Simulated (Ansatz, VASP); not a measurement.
**One calculation of LiH, two programs**

Contents of INCAR:

```
ALGO     = Normal         # electronic algorithm
EDIFF    = 1E-6           # SCF threshold, eV
EDIFFG   = -0.005         # ionic threshold
ENCUT    = 600            # plane-wave cutoff, eV
GGA      = PE             # functional
IBRION   = 2              # ionic algorithm
ISIF     = 3              # what is computed and relaxed
ISMEAR   = 0              # smearing method
LASPH    = T              # aspherical terms in the spheres
LCHARG   = F              # write CHGCAR
LREAL    = F              # projectors in reciprocal space
LWAVE    = F              # write WAVECAR
NELM     = 100            # most SCF steps
NSW      = 100            # ionic steps
PREC     = Accurate       # precision mode
SIGMA    = 0.02           # smearing width, eV
```

Contents of KPOINTS:

```
k-points
0
Gamma
  10 10 10
```

File POSCAR:

```
LiH
1.0
    0.0000000000      2.0367500000      2.0367500000
    2.0367500000      0.0000000000      2.0367500000
    2.0367500000      2.0367500000      0.0000000000
Li H
1 1
Direct
    0.0000000000      0.0000000000      0.0000000000
    0.5000000000      0.5000000000      0.5000000000
```

Input for Ansatz:

```yaml
crystal:
  lattice:
    - [0.0, 2.03675, 2.03675]
    - [2.03675, 0.0, 2.03675]
    - [2.03675, 2.03675, 0.0]
  atoms:
    - { symbol: Li, position: [0.0, 0.0, 0.0] }
    - { symbol: H, position: [0.5, 0.5, 0.5] }
basis:
  ecutwfc: 420
kpoints:
  mp_grid: { grid: [10, 10, 10] }
hamiltonian:
  xc: pbe
scf:
  occupations: { method: gaussian, width: 0.02 }
output:
  forces: true
  stress: true
  eigenvalues: true
relax:
  adjacent_minimum: "off"
  f_tol: 0.005
  max_steps: 80
  cell: { stress_tol: 0.05 }
```

Alike in both runs: task relaxation of cell and atoms; functional PBE; k mesh 10 × 10 × 10; occupations gaussian, width 0.02 eV; no spin polarisation.

```csv
,VASP,Ansatz
version,VASP 6.6.1,Ansatz 0.2.0
potentials or method,"VASP PAW PBE potentials, release 64 (Li_sv, H)","scalar-relativistic, plane waves, PAW"
plane-wave cutoff (eV),600,420
valence electrons in the cell,4,4
```

Ansatz gave:

| Property | Result |
| --- | --- |
| gap on the k mesh at the Fermi level, each at its own relaxed structure (eV) | 2.98 |
| relaxed volume (Å³/atom) | 8.04 |
| relaxed cell length with the largest relative difference (Å) | 2.833 |
| energy change over the relaxation (meV/atom) | -2 |

Question: Estimate VASP's values.

Answer: gap on the k mesh at the Fermi level, each at its own relaxed structure (eV): 2.97; relaxed volume (Å³/atom): 7.98; relaxed cell length with the largest relative difference (Å): 2.826; energy change over the relaxation (meV/atom): -3.

Caveats: the cutoff is under 1.25 times the usual one of these potentials, so pressure, stress and relaxed cells hold a basis-set (Pulay) error (VASP). A k mesh can miss the band edges.
